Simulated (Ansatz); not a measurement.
# How much do the gradients of SiO2 depend on the method?

Cell: a computed structure from the Materials Project (it need not be an observed phase).

Space group P6_322 (No. 182); a = 5.0691, c = 8.5585 Å, γ = 120.00°.

```
site  Wyckoff  site symmetry       x       y       z
  Si       4f            3..  0.6667  0.3333  0.9371
  O5       6g            .2.  0.0000  0.4213  0.0000
 O10       2c            3.2  0.6667  0.3333  0.7500
```

One atom of each set is listed.

First run. All values are calculated (Ansatz; DFT, PBE, plane waves and PAW, scalar-relativistic, 420 eV cutoff, Γ-centred 6×6×3 k-points, Fermi–Dirac smearing 0.02 eV), not measured.

| site | V_zz (10²¹ V/m²) | η |
| --- | --- | --- |
| Si | -0.074 | 0.00 |
| O5 | 9.61 | 0.12 |
| O10 | 10.21 | 0.00 |

Second run. The same atoms and settings, except that the functional is r2SCAN and the cutoff is 500 eV.

(1) Given the first result, estimate the second.

Answers

(1) 

```tsv
site	V_zz	η	change of V_zz
Si	-0.068	0.00	+0.01
O5	9.50	0.12	-0.11
O10	10.10	0.00	-0.11
```

The largest change of V_zz is on O5, from 9.61 to 9.50. In per cent, |V_zz| changes by -1 on O (all sites that start above 0.5).

For the first run: The largest force is 0.3 eV/Å, so the atoms aren't at the calculated equilibrium and relaxing them would move these values.
